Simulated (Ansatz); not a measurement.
Bi$_{2}$Se$_{3}$ (R-3m)

Level of theory: DFT r2SCAN, scalar-relativistic, plane waves, PAW in Ansatz.

Plane waves to 500 eV, a k mesh through Γ of 12×12×12 on the computed 5-atom cell and Gaussian smearing (0.02 eV); no spin polarisation.

The structure is relaxed at this level of theory with its symmetry kept.

```yaml
crystal:
  lattice:
    - [2.08222, 1.20217, 10.05964]
    - [-2.08222, 1.20217, 10.05964]
    - [0.00000, -2.40434, 10.05964]
  atoms:
    - { symbol: Bi, position: [0.39771, 0.39771, 0.39771] }
    - { symbol: Bi, position: [0.60229, 0.60229, 0.60229] }
    - { symbol: Se, position: [0.00000, 0.00000, 0.00000] }
    - { symbol: Se, position: [0.21772, 0.21772, 0.21772] }
    - { symbol: Se, position: [0.78228, 0.78228, 0.78228] }
```

Q: Formation energy from the elements' standard states (uncorrected)?

A: -0.431 eV/atom.

Q: Generalised Kohn–Sham band gap?

A: 0.82 eV.

Q: Löwdin character of the top 1 eV of the valence band?

A: Se 4p 86 %, Bi 6s 9 %.

Q: Löwdin character of the lowest 1 eV of the conduction band?

A: Bi 6p 65 %, Se 4p 21 %, Se 4s 9 %.

Q: Bader charges (e)?

A: Bi (2 in the cell) 1.12, Se (1 in the cell) -0.91, Se (2 in the cell) -0.67.

Spin-orbit coupling is left out, which matters for the bands of heavy elements. The cell holds layers, and where no dispersion correction was added their binding is poorly described.